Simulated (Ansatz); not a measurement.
A series in volume scale on MnSb

Periodic Kohn-Sham DFT of a crystal at fixed atoms, scaled to volume_scale times the given cell; pressure positive in compression, energy less spherical unpolarised free atoms, largest_vzz the field gradient of largest size among the nuclei. The results are calculated, by Ansatz 0.2.0.

The cell before it is scaled or strained (space group Fm-3m, No. 225):
```
MnSb
1.0
      0.0000     2.7858     2.7858
      2.7858     0.0000     2.7858
      2.7858     2.7858     0.0000
Mn Sb
1 1
Direct
  0.00000 0.00000 0.00000
  0.50000 0.50000 0.50000
```

Settings of every row: method frozen-core PAW; functional PBE; relativity scalar; k mesh 11x11x11; filling fermi-dirac; smearing width 0.03 eV; wave cutoff 420 eV; paw set soft_2.

Atom:
| element | start moment (bohr magneton) |
| --- | --- |
| Mn | 4 |
| Sb | 0 |

Limits: no spin-orbit coupling on heavy atoms; the cell comes from a prototype or a list of computed structures and needn't be the stable phase; with one magnetic atom in the cell only parallel moments are possible.

| row | volume scale | V (Å³/atom) | pressure (GPa) | cell moment (bohr magneton) |
| --- | --- | --- | --- | --- |
| 1 | 0.96 | 20.755 | 2.884 | 3.735 |
| 2 | 0.98 | 21.187 | ? | ? |
| 3 | 1 | 21.62 | 0.039 | 3.788 |
| 4 | 1.02 | 22.052 | -1.084 | 3.827 |
| 5 | 1.04 | 22.484 | -2.1 | 3.865 |

Question: what pressure should row 2 give?

Worked fit of pressure. Take u = (V_r/V)^(2/3) − 1 with V_r = 21.836 Å³ an atom, which is twice the finite (Eulerian) strain; such expansions in the strain, on which the Birch-Murnaghan equation of state is built, carry the rest volume and the bulk modulus. The shown rows have u = 0.03443, 0.00665, -0.00654, -0.01931. Least squares give pressure = −0.5451 + 87.156 × u + 359.83 × u² GPa; a straight line predicts inner rows, each left out in turn, worse (root mean square 0.16 against 0.032 GPa). The rows lie off it by 0.002, -0.011, 0.016, -0.006 (root mean square 0.01 GPa). The pressure vanishes at u = 0.0061, or V = 21.64 Å³ an atom, and there the bulk modulus at fixed shape and fractions is B = −V dP/dV = (2/3)(1 + u) dP/du = 61.4 GPa. The withheld row has u = 0.02032, so the fit gives −0.5451 + 87.156 × (0.02032) + 359.83 × (0.02032)² = 1.374 GPa.

The calculation gave 1.361 GPa. The fit lies 0.013 GPa (0.26 % of the column's range) above it; its largest miss of a shown row is 0.016 GPa.

The other values of row 2: cell moment 3.761 bohr magneton.
